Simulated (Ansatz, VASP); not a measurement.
**Cross-check of TePb between VASP and Ansatz**

One calculation is typed for both programs; each brings its own data sets and cutoff. How far apart do they land?

Main program and level: Ansatz 0.2.0; plane waves, with VASP 6.6.1 beside it; band structure at HSEsol and band structure at HSE06, spin-orbit coupling.

## (1) The structure

Symmetry: Fm-3m, No. 225, cubic system. The conventional cell has a = 6.462 Å, b = 6.462 Å, c = 6.462 Å, α = 90.00°, β = 90.00°, γ = 90.00°. Nearest to Te lie 6 Pb at 3.23 Å. Nearest to Pb lie 6 Te at 3.23 Å. Farther neighbours and most contacts between anions are not listed.

Structure file:

```cif
data_structure
_symmetry_space_group_name_H-M 'P 1'
_symmetry_Int_Tables_number 1
_cell_length_a 4.5693
_cell_length_b 4.5693
_cell_length_c 4.5693
_cell_angle_alpha 60.000
_cell_angle_beta 60.000
_cell_angle_gamma 60.000
_cell_volume 67.46
loop_
_atom_site_label
_atom_site_type_symbol
_atom_site_fract_x
_atom_site_fract_y
_atom_site_fract_z
_atom_site_occupancy
Te1 Te 0.50000 0.50000 0.50000 1
Pb2 Pb 0.00000 0.00000 0.00000 1
```

## (2) Ansatz: band structure, HSEsol

Ansatz runs on its default PAW (the set named soft_2) files.

Levels along a path test the potential and the projectors away from the mesh points.

The input, input.yaml:

```yaml
crystal:
  lattice:
    - [0.0, 3.231, 3.231]
    - [3.231, 0.0, 3.231]
    - [3.231, 3.231, 0.0]
  atoms:
    - { symbol: Te, position: [0.5, 0.5, 0.5] }
    - { symbol: Pb, position: [0.0, 0.0, 0.0] }
hamiltonian:
  xc:
    exchange: hjs_pbesol
    correlation: pbesol
    exx: { coeff: 0.25, omega: 0.2 }
  pseudopotentials: { kind: paw }
kpoints:
  mp_grid: { grid: [4, 4, 4] }
  band_path:
    path:
      - [0.0, 0.0, 0.0]
      - [0.5, 0.0, 0.5]
      - [0.5, 0.2, 0.7]
      - [0.4, 0.35, 0.75]
      - [0.15, 0.15, 0.3]
      - [0.2, 0.2, 0.2]
      - [0.5, 0.5, 0.5]
      - [0.55, 0.4, 0.55]
      - [0.6, 0.25, 0.65]
      - [0.5, 0.25, 0.75]
      - [0.5, 0.5, 0.5]
      - [0.375, 0.375, 0.75]
      - [0.5, 0.0, 0.5]
    npoints: 1
scf:
  occupations: { method: gaussian, width: 0.02 }
  n_extra_bands: 7
output:
  forces: true
  stress: true
  eigenvalues: true
  write_density: true
  write_potential: true
  elf: true
  volumetric_format: npy
```

Run with:

```sh
ansatz run input.yaml --threads 4 --pin off --max-ram 9216MiB --backend cpu --events-out ev --progress --plain --runs-dir out
```

Numbers of over 12 decimals in the logs are rounded to 6 here.

Output:

```text
Warning: output.stress: scf.convergence.dr2_threshold = 1e-7 eV (the SCF's general default) is looser than the 2e-10 eV advised for a printed stress (1e-10 eV for each atom of the cell: 2). What an SCF threshold leaves in a stress goes as its square root, and in the free energy as the threshold itself, and one threshold admits the most on a small cell: [figures from the program's tests cut] Set scf.convergence.dr2_threshold to 2e-10 eV or tighter. The threshold is an SCF's pass mark: one that does not reach it within its budget of iterations ends unconverged, or closes short of it on a stop that the run arms, and scf.convergence.dr2_threshold's page says what that costs each kind of run
Warning: output.stress: scf.exx.energy_threshold = 1e-6 eV is looser than the 2e-8 eV advised for a stress under a hybrid functional (1e-8 eV for each atom of the cell: 2). Every SCF of the exchange loop can meet its threshold on dr2 while the loop round them stops early: no threshold on dr2 bounds what that leaves in the stress. Set scf.exx.energy_threshold to 2e-8 eV or tighter. The threshold is the loop's pass mark: a loop that does not reach it within its budget of cycles ends unconverged, and scf.exx.energy_threshold's page has the law
scf.n_extra_bands = 7 over 15 filled bands (N_el = 30.0): the run solves 22 bands
Engine: ansatz 0.2.0, x86_64-unknown-linux-gnu
Pseudopotentials: kind: paw
Pseudopotential: Te, paw, valence charge 16, recommended cutoff 420 eV (normal), Te.paw.azcp
Pseudopotential: Pb, paw, valence charge 14, recommended cutoff 420 eV (normal), Pb.paw.azcp
Functional definition: unnamed
  parameter a_1 = 0.25
  parameter omega_1 = 0.2/angstrom
  exchange = pbe_x(mu = 0.123457) + (-a_1)*hjs_pbesol_x_sr(omega_1) + a_1*exact_x_sr(omega_1)
  correlation = pbe_c(beta = 0.046)
Crystal: 2 atoms, lattice volume = 67.459 Å³
Basis set: ecut = 420 eV, 1363 PW (Γ), exchange–correlation on 64×64×64 points (8 copies of the dense FFT grid, shifted against one another)
Bands: 22, of which v1, the nominal top of the filled ones, is band 15 counted from 1 (14 counted from 0)
Symmetry: 48 space group operations
Space group: Fm-3m (ITA 225), of the structure as read, at distance tolerance 4.1e-5 Å
k-points: 8 of 64
Non-local potential: Te, projectors of the file, l = 0: 2, l = 1: 2, l = 2: 2, l = 3: 2
Non-local potential: Pb, projectors of the file, l = 0: 2, l = 1: 2, l = 2: 2, l = 3: 2
PAW form: soft (Blöchl's): semilocal exchange-correlation on the pseudo side does not see the compensation charge
PAW frozen core: Te, regenerated for the run's functional, and the local potential with it (the file was generated under x = pbe(κ = 0.804, μ = 0.219515), c = pbe(β = 0.066725))
PAW frozen core: Pb, regenerated for the run's functional, and the local potential with it (the file was generated under x = pbe(κ = 0.804, μ = 0.219515), c = pbe(β = 0.066725))
PAW one-centre angular grid: Te, 590 points (default); XC on 64 Gauss nodes
PAW one-centre angular grid: Pb, 590 points (default); XC on 64 Gauss nodes
Initial density: superposition of atomic densities (neutral atoms: chi_scale 0, normalization atom), corrected by the library's trained network
Initial wavefunctions: pseudopotential atomic-orbital guess
Functional: x = pbesol(κ = 0.804, μ = 0.123457), c = pbesol(β = 0.046), warm-up for x = hjs_pbesol + 0.25 (exact − hjs_pbesol) at short range (ω = 0.2 Å⁻¹), c = pbesol(β = 0.046)
SCF iter   1: F=—  HF=-18657.184601 eV  |F-HF|=—  |Δ(HF+E_count)|=         —  Δρ=2.19e-3  dr2=5.95e-3  ethr=1.77e-3  ⟨swp⟩=13.8  Hψ=877  notcnv=0
preconditioner: auto → none  [insulator: Δε(μ)=0.648 eV  Ē_g=16.908 eV  σ=0.020 eV  W_gap=1.00  n_scr=14 (ndim 8)  ℏωp=20.2 eV  f_vac=0.014  D(μ)=0.00/eV (n_scr^D=0)]
iter 2 solved again at ethr=1.67e-6 eV; its pass at ethr=1.98e-5 eV (dr2=5.00e-4 eV) is discarded
SCF iter   2: F=—  HF=-18657.183320 eV  |F-HF|=—  |Δ(HF+E_count)|=   1.28e-3  Δρ=7.75e-4  dr2=5.11e-4  ethr=1.67e-6  ⟨swp⟩=2.6  Hψ=842  notcnv=0  defer=6
SCF iter   3: F=—  HF=-18657.183250 eV  |F-HF|=—  |Δ(HF+E_count)|=   6.96e-5  Δρ=3.60e-4  dr2=6.69e-5  ethr=1.67e-6  ⟨swp⟩=4.0  Hψ=347  notcnv=0  defer=2
SCF iter   4: F=-18657.183280 eV  HF=-18657.183278 eV  |F-HF|=2.75e-6  |Δ(HF+E_count)|=   2.74e-5  Δρ=1.43e-4  dr2=1.16e-5  ethr=2.23e-7  ⟨swp⟩=3.0  Hψ=322  notcnv=0  defer=2
SCF 1 stopped early in 4 iterations: F = -18657.183280 eV  dr2 = 1.16e-5
  greatest PAW one-centre occupation: 0.998 electrons in one spin orbital (limit 2), on the Te atom at site 0 (counted from 0), in its partial waves of l = 2
Initial density: handed on by an earlier stage of this run
Initial wavefunctions: those handed on with the density
Functional: x = hjs_pbesol + 0.25 (exact − hjs_pbesol) at short range (ω = 0.2 Å⁻¹), c = pbesol(β = 0.046)
Exchange kernel: α = 0.2500, screened, ω = 0.2000 Å⁻¹, Wigner–Seitz truncation, v(0) = 1120.4729 eV·Å³, q-mesh 4×4×4, nearest image of the exchange supercell L = 18.28 Å, pair-density grid 18×18×18, without the augmentation charges, whose exchange is taken in its separable form by FFT convolution over the k-point mesh (sized by the pseudopotential files, 25×25×25 at the most), smooth part of the exact exchange by density-matrix convolution
Frozen-core exchange: fock
SCF iter   1: F=—  HF=-18725.327759 eV  |F-HF|=—  |Δ(HF+E_count)|=         —  Δρ=5.06e-3  dr2=1.71e-2  ethr=3.86e-7  ⟨swp⟩=8.6  Hψ=900  notcnv=0
preconditioner: auto → none  [insulator: Δε(μ)=1.059 eV  Ē_g=18.805 eV  σ=0.020 eV  W_gap=1.00  n_scr=14 (ndim 8)  ℏωp=20.2 eV  f_vac=0.010  D(μ)=0.00/eV (n_scr^D=0)]
SCF iter   2: F=—  HF=-18725.322030 eV  |F-HF|=—  |Δ(HF+E_count)|=   5.73e-3  Δρ=1.63e-3  dr2=1.83e-3  ethr=3.86e-7  ⟨swp⟩=4.5  Hψ=632  notcnv=0
SCF iter   3: F=—  HF=-18725.327132 eV  |F-HF|=—  |Δ(HF+E_count)|=   5.10e-3  Δρ=1.01e-3  dr2=8.07e-4  ethr=3.86e-7  ⟨swp⟩=4.0  Hψ=537  notcnv=0
SCF iter   4: F=—  HF=-18725.326877 eV  |F-HF|=—  |Δ(HF+E_count)|=   2.55e-4  Δρ=2.03e-4  dr2=3.22e-5  ethr=3.86e-7  ⟨swp⟩=3.6  Hψ=380  notcnv=0
SCF iter   5: F=—  HF=-18725.326960 eV  |F-HF|=—  |Δ(HF+E_count)|=   8.28e-5  Δρ=1.07e-4  dr2=1.89e-5  ethr=5.03e-8  ⟨swp⟩=3.9  Hψ=343  notcnv=0
SCF iter   6: F=-18725.326954 eV  HF=-18725.326954 eV  |F-HF|=6.83e-7  |Δ(HF+E_count)|=   5.40e-6  Δρ=1.96e-5  dr2=2.63e-6  ethr=5.03e-8  ⟨swp⟩=3.5  Hψ=328  notcnv=0
SCF 2 stopped early in 6 iterations: F = -18725.326954 eV  dr2 = 2.63e-6
hybrid outer 1: dexx = +5.836e-3 eV, tail = 5.48e-5 eV
Exchange kernel: α = 0.2500, screened, ω = 0.2000 Å⁻¹, Wigner–Seitz truncation, v(0) = 1120.4729 eV·Å³, q-mesh 4×4×4, nearest image of the exchange supercell L = 18.28 Å, pair-density grid 18×18×18, without the augmentation charges, whose exchange is taken in its separable form by FFT convolution over the k-point mesh (sized by the pseudopotential files, 25×25×25 at the most), smooth part of the exact exchange by density-matrix convolution
Frozen-core exchange: fock
SCF iter   1: F=—  HF=-18725.326925 eV  |F-HF|=—  |Δ(HF+E_count)|=         —  Δρ=3.61e-5  dr2=1.23e-6  ethr=9.13e-7  ⟨swp⟩=4.2  Hψ=425  notcnv=0
preconditioner: auto → none  [insulator: Δε(μ)=1.069 eV  Ē_g=18.789 eV  σ=0.020 eV  W_gap=1.00  n_scr=14 (ndim 8)  ℏωp=20.2 eV  f_vac=0.010  D(μ)=0.00/eV (n_scr^D=0)]
SCF iter   2: F=—  HF=-18725.326925 eV  |F-HF|=—  |Δ(HF+E_count)|=   1.79e-7  Δρ=7.31e-6  dr2=4.84e-8  ethr=3.85e-9  ⟨swp⟩=4.0  Hψ=424  notcnv=0
SCF iter   3: F=—  HF=-18725.326925 eV  |F-HF|=—  |Δ(HF+E_count)|=   1.78e-7  Δρ=4.34e-6  dr2=2.22e-8  ethr=3.51e-11  ⟨swp⟩=4.6  Hψ=571  notcnv=0  defer=1
SCF iter   4: F=-18725.326925 eV  HF=-18725.326925 eV  |F-HF|=6.55e-11  |Δ(HF+E_count)|=   6.20e-9  Δρ=1.17e-6  dr2=4.14e-10  ethr=3.51e-11  ⟨swp⟩=3.5  Hψ=374  notcnv=0
SCF 3 converged in 4 iterations: F = -18725.326925 eV  dr2 = 4.14e-10
  Residual-converged pass: ⟨swp⟩=3.0  Hψ=372  notcnv=0  max |occ|·‖R‖ = 2.3e-6 eV (tolerance 2.4e-6 eV)  dr2=4.19e-10  dr2_onsite=8.06e-11  max |Δocc| = 3.5e-320
hybrid outer 2: dexx = +1.936e-7 eV, tail = 6.45e-9 eV, Δε = 2.48e-3 eV (about 5.80e-5 eV left of the loop's levels)
NSCF: frozen V_eff on 13 k-points
hybrid SCF converged: 2 outer / 10 inner (+4 warm-up), last move |dexx| = 1.94e-7 eV, tail = 6.45e-9 eV
Stability not checked: this state was not tested for a lower state beside it, because the functional holds exact exchange (a hybrid, or Hartree-Fock), whose exchange loop this test does not read (fock_operator; see scf.lower_state_search)
Free energy (F): -18725.326925 eV
Frozen-core exchange: fock
Harris-Foulkes:  -18725.326925 eV  (|F-HF|=6.55e-11)
Internal energy: -18725.326925 eV  (E = F + TS)
E sigma→0 (E₀):  -18725.326925 eV
Fermi energy:    8.856104 eV
--- Per-component energies (eV) ---
  E_band       = -375.856868
  E_kinetic    = 467.801014
  E_local      = -2389.162296  (includes V_loc(G=0)·N_el)
  E_nonlocal   = 43.950781
  E_hartree    = 1255.793476
  E_xc         = -274.266032
  E_vxc        = -189.961555  (∫ρ·V_xc dr)
  E_exx        = -76.901157  (= α·E_x^exact, valence–valence)
  E_paw        = -14900.099991  (= ΣΔE_a)
  E_vpaw       = -666.269917  (= ΣTr[D̂ρ^β])
  E_aug_tail   = -0.000150  (compensation charges beyond the density's cutoff)
  E_ewald      = -2852.919164
  E_core_change = 0.476597  (= ΣΔE_core)
  E_smearing   = -0.000000  (= −TS)
  E_closure    = -0.000001  (closes the sum)
  Σ components = -18725.326925   (vs F -18725.326925, Δ=-3.64e-12)
--- Forces (eV/Å), atoms counted from 1 ---
  atom   1  Te     0.00000000    -0.00000000     0.00000000
  atom   2  Pb    -0.00000000     0.00000000    -0.00000000
  max |Σ_I F_I| component: 2.70e-30 eV/Å
--- Stress (GPa, compression-positive) ---
       -0.507396       0.000000      -0.000000
       -0.000000      -0.507396       0.000000
        0.000000       0.000000      -0.507396
  P = ⅓ Tr σ = -0.5074 GPa (-5.074 kbar)
--- Band table (eV; the first three rows and the last of 8) ---
  k-point 0: bands = [... 11 lower, 2.3845, 6.7421, 6.7421, 6.7421, 13.0373, 13.0373, 13.0373, 14.6969, ... 3 higher]
  k-point 1: bands = [... 11 lower, 0.6910, 6.9223, 6.9223, 7.6115, 10.8644, 11.2129, 11.2129, 14.8370, ... 3 higher]
  k-point 2: bands = [... 11 lower, -1.1188, 7.2256, 7.2256, 8.3214, 9.3908, 9.9300, 9.9300, 17.3841, ... 3 higher]
  k-point 7: bands = [... 11 lower, -0.3858, 4.0210, 4.0210, 7.8662, 10.3975, 14.1560, 14.1560, 15.9310, ... 3 higher]
```

The job ended after 21 s (4 threads of AMD EPYC 9R14 (Zen 4), shared host; peak memory 0.97 GiB).

## (3) VASP: band structure, HSEsol

The same cell, functional, mesh and smearing now go to VASP, with its own data sets and cutoff.

Lines of VASP's logs that name or quote its potential files are left out, and so is its time.

The run reads the wave functions of an earlier VASP run, which isn't shown here.

The input, INCAR:

```
SYSTEM = TePb
PREC = Accurate
ENCUT = 407
EDIFF = 1E-06
NELM = 100
ISMEAR = 0
SIGMA = 0.02
LREAL = .FALSE.
ALGO = Normal
LHFCALC = .TRUE.
AEXX = 0.25
GGA = PS
HFSCREEN = 0.2
LASPH = .TRUE.
NBANDS = 16
PRECFOCK = Fast
LORBIT = 11
LWAVE = .FALSE.
LCHARG = .FALSE.
KPAR = 4
```

The input, POSCAR:

```
TePb
1.0
    0.0000000000      3.2310000000      3.2310000000
    3.2310000000      0.0000000000      3.2310000000
    3.2310000000      3.2310000000      0.0000000000
Te Pb
1 1
Direct
    0.5000000000      0.5000000000      0.5000000000
    0.0000000000      0.0000000000      0.0000000000
```

The input, KPOINTS:

```
Automatic mesh
0
Gamma
4 4 4
0 0 0
```

The input, KPOINTS_OPT:

```
Line mode
6
Line-mode
Reciprocal
  0.00000000   0.00000000   0.00000000 GAMMA
  0.50000000   0.00000000   0.50000000 X

  0.50000000   0.00000000   0.50000000 X
  0.50000000   0.25000000   0.75000000 W

  0.50000000   0.25000000   0.75000000 W
  0.37500000   0.37500000   0.75000000 K

  0.37500000   0.37500000   0.75000000 K
  0.00000000   0.00000000   0.00000000 GAMMA

  0.00000000   0.00000000   0.00000000 GAMMA
  0.50000000   0.50000000   0.50000000 L

  0.50000000   0.50000000   0.50000000 L
  0.62500000   0.25000000   0.62500000 U

  0.62500000   0.25000000   0.62500000 U
  0.50000000   0.25000000   0.75000000 W

  0.50000000   0.25000000   0.75000000 W
  0.50000000   0.50000000   0.50000000 L

  0.50000000   0.50000000   0.50000000 L
  0.37500000   0.37500000   0.75000000 K

  0.62500000   0.25000000   0.62500000 U
  0.50000000   0.00000000   0.50000000 X
```

PAW data sets: Te and Pb_d (PBE family, release 64).

Run with:

```sh
mpirun -np 4 vasp_std
```

Output:

```text
[banner, memory and clock lines left out]
running    4 mpi-ranks, on    1 nodes
 distrk:  each k-point on    1 cores,    4 groups
 distr:  one band on    1 cores,    1 groups

 POSCAR found type information on POSCAR TePb
 POSCAR found :  2 types and       2 ions
|                                                                             |
|               ----> ADVICE to this user running VASP <----                  |
|                                                                             |
|     You enforced a specific xc type in the INCAR file but a different       |
|     [... a line on the potential file left out ...]
|     I HOPE YOU KNOW WHAT YOU ARE DOING!                                     |
|                                                                             |

 LDA part: xc-table for (Slater+PW92), standard interpolation
 found WAVECAR, reading the header
 POSCAR, INCAR and KPOINTS ok, starting setup
 FFT: planning ... GRIDC
 FFT: planning ... GRID_SOFT
 FFT: planning ... GRID
 reading WAVECAR
 the WAVECAR file was read successfully
 initial charge from wavefunction
 entering main loop
       N       E                     dE             d eps       ncg     rms          rms(c)
DAV:   1    -0.950212394737E+01   -0.95021E+01   -0.10412E+00   264   0.904E+00    0.893E+00
DAV:   2    -0.950825423436E+01   -0.61303E-02   -0.29644E-02   344   0.124E+00    0.575E+00
DAV:   3    -0.950741959320E+01    0.83464E-03   -0.15983E-03   392   0.420E-01    0.356E+00
DAV:   4    -0.950716261315E+01    0.25698E-03   -0.32917E-04   384   0.170E-01    0.213E+00
DAV:   5    -0.950710169794E+01    0.60915E-04   -0.90924E-05   336   0.846E-02    0.128E+00
DAV:   6    -0.950708216392E+01    0.19534E-04   -0.15414E-05   368   0.399E-02    0.770E-01
DAV:   7    -0.950707591151E+01    0.62524E-05   -0.40637E-06   336   0.190E-02    0.460E-01
DAV:   8    -0.950707450414E+01    0.14074E-05   -0.15507E-06   320   0.986E-03    0.275E-01
DAV:   9    -0.950707436667E+01    0.13747E-06   -0.47535E-07   240   0.534E-03
   1 F= -.95070744E+01 E0= -.95070744E+01  d E =-.310164E-37
 Start KPOINTS_OPT (optional k-point list driver)
k-point batch [1-8\60]
       N       E                     dE             ncg
DAV:   1     0.344875559251E+03   -0.27392E+04      256
DAV:   2    -0.989133112266E+03   -0.13340E+04      272
DAV:   3    -0.108589764210E+04   -0.96765E+02      352
DAV:   4    -0.108901115981E+04   -0.31135E+01      368
DAV:   5    -0.108909250478E+04   -0.81345E-01      384
DAV:   6    -0.108909359229E+04   -0.10875E-02      392
DAV:   7    -0.108909361060E+04   -0.18314E-04      360
DAV:   8    -0.108909361091E+04   -0.31147E-06      288
[...]
k-point batch [57-60\60]
       N       E                     dE             ncg
DAV:   1     0.251723983290E+04   -0.22050E+04      136
DAV:   2     0.187135319386E+04   -0.64589E+03      128
DAV:   3     0.182279522109E+04   -0.48558E+02      160
DAV:   4     0.182119580446E+04   -0.15994E+01      184
DAV:   5     0.182114305803E+04   -0.52746E-01      192
DAV:   6     0.182114026888E+04   -0.27891E-02      208
DAV:   7     0.182114022725E+04   -0.41630E-04      192
DAV:   8     0.182114022648E+04   -0.77635E-06      160
```

Parts of OUTCAR (step 3):

```text
ion  position               nearest neighbor table
   1  0.500  0.500  0.500-   2 3.23   2 3.23   2 3.23   2 3.23   2 3.23   2 3.23
   2  0.000  0.000  0.000-   1 3.23   1 3.23   1 3.23   1 3.23   1 3.23   1 3.23

  LATTYP: Found a face centered cubic cell.
 ALAT       =     6.4620000000

 Subroutine GETGRP returns: Found 48 space group operations
 (whereof 48 operations were pure point group operations)

The static configuration has the point symmetry O_h .

 Found      8 irreducible k-points:

   k-points           NKPTS =      8   k-points in BZ     NKDIM =     64   number of bands    NBANDS=     16

   dimension x,y,z NGX =    30 NGY =   30 NGZ =   30
   dimension x,y,z NGXF=    60 NGYF=   60 NGZF=   60

   ENCUT  =  407.0 eV  29.91 Ry    5.47 a.u.   7.52  7.52  7.52*2*pi/ulx,y,z

   NELECT =      20.0000    total number of electrons

 k-points in reciprocal lattice and weights: Automatic mesh
   0.00000000  0.00000000  0.00000000       0.016
   0.25000000  0.00000000  0.00000000       0.125
   0.50000000  0.00000000  0.00000000       0.062
   0.25000000  0.25000000  0.00000000       0.094
   0.50000000  0.25000000  0.00000000       0.375
  -0.25000000  0.25000000  0.00000000       0.188
   0.50000000  0.50000000  0.00000000       0.047
  -0.25000000  0.50000000  0.25000000       0.094

  exchange ACFDT corr.  =         0.00000000  see jH, gK, PRB 81, 115126

 average (electrostatic) potential at core
       1 -84.3002       2 -85.8558

 E-fermi :   5.4139

 k-point     1 :       0.0000    0.0000    0.0000
  band No.  band energies     occupation
    ...
      6      -8.0763      2.00000
      7      -0.7381      2.00000
      8       3.6545      2.00000
      9       3.6545      2.00000
     10       3.6545      2.00000
     11       9.9693      0.00000
     12       9.9693      0.00000
     13       9.9693      0.00000
     14      11.5981      0.00000
     15      11.5981      0.00000
    ...

 k-point     2 :       0.2500    0.0000    0.0000
  band No.  band energies     occupation
    ...
      6      -7.4992      2.00000
      7      -2.4100      2.00000
      8       3.8340      2.00000
      9       3.8340      2.00000
     10       4.5133      2.00000
     11       7.7591      0.00000
     12       8.1364      0.00000
     13       8.1364      0.00000
     14      11.7516      0.00000
     15      12.7756      0.00000
    ...

 k-point     3 :       0.5000    0.0000    0.0000
  band No.  band energies     occupation
    ...
      6      -6.4823      2.00000
      7      -4.2074      2.00000
      8       4.1360      2.00000
      9       4.1360      2.00000
     10       5.2360      2.00000
     11       6.2628      0.00000
     12       6.8534      0.00000
     13       6.8534      0.00000
     14      14.3316      0.00000
     15      15.2666      0.00000
    ...

  energy-cutoff  :      407.00
  volume of cell :       67.46
      direct lattice vectors                 reciprocal lattice vectors
     0.000000000  3.231000000  3.231000000    -0.154750851  0.154750851  0.154750851
     3.231000000  0.000000000  3.231000000     0.154750851 -0.154750851  0.154750851
     3.231000000  3.231000000  0.000000000     0.154750851  0.154750851 -0.154750851

 POSITION                                       TOTAL-FORCE (eV/Angst)
 -----------------------------------------------------------------------------------
      3.23100      3.23100      3.23100         0.000000      0.000000     -0.000000
      0.00000      0.00000      0.00000        -0.000000     -0.000000      0.000000
 -----------------------------------------------------------------------------------
    total drift:                                0.000001      0.000001     -0.000002

  FREE ENERGIE OF THE ION-ELECTRON SYSTEM (eV)
  ---------------------------------------------------
  free  energy   TOTEN  =        -9.5070743667 eV

  energy  without entropy=       -9.5070743667  energy(sigma->0) =       -9.50707437

 total charge
# of ion       s       p       d       tot
------------------------------------------
    1        1.335   2.143   0.017   3.495
    2        1.486   0.542   9.837  11.865
--------------------------------------------------
tot          2.821   2.685   9.854  15.360

[... 3 further parts left out ...]
```

[end of part 1 of 2]

[Lines on the potential files, build, host, timing and source positions are cut from VASP's logs without a mark.]

[Logs are printed without paths, hosts, clocks, repeated set-up lines and the standing remarks that a program may print on its own settings, such as how far it seeks lower states.]

[Hosts, paths, dates, database ids (printed as entryN), source tags and the programs' standing remarks are cut or masked in the printed files.]
